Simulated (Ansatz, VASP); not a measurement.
Al: VASP beside Ansatz

```xyz
1
Lattice="0.0000 1.9960 1.9960 1.9960 0.0000 1.9960 1.9960 1.9960 0.0000" Properties=species:S:1:pos:R:3 pbc="T T T"
Al    0.0000    0.0000    0.0000
```

Alike in both runs: functional r2SCAN; k mesh 18 × 18 × 18; occupations gaussian, width 0.1 eV; no spin polarisation.

Ansatz relaxed the structure, and its values are those at the end. VASP's run is a single point on that final structure, the one shown.

|  | VASP | Ansatz |
| --- | --- | --- |
| version | VASP 6.6.1 | Ansatz 0.2.0 |
| potentials or method | VASP PAW PBE potentials, release 64 (Al) | scalar-relativistic, plane waves, PAW |
| plane-wave cutoff (eV) | 520 | 500 |
| valence electrons in the cell | 3 | 3 |

```csv
,VASP,Ansatz,Ansatz less VASP
gap on the k mesh at the Fermi level (eV),none,none,-
pressure (GPa),-0.3,0.0,+0.32
```

A gap of «none» marks a metal or a gap that the smearing closes.

Caveats: the PAW data sets were made with another functional, which shifts forces and pressure a little (VASP).
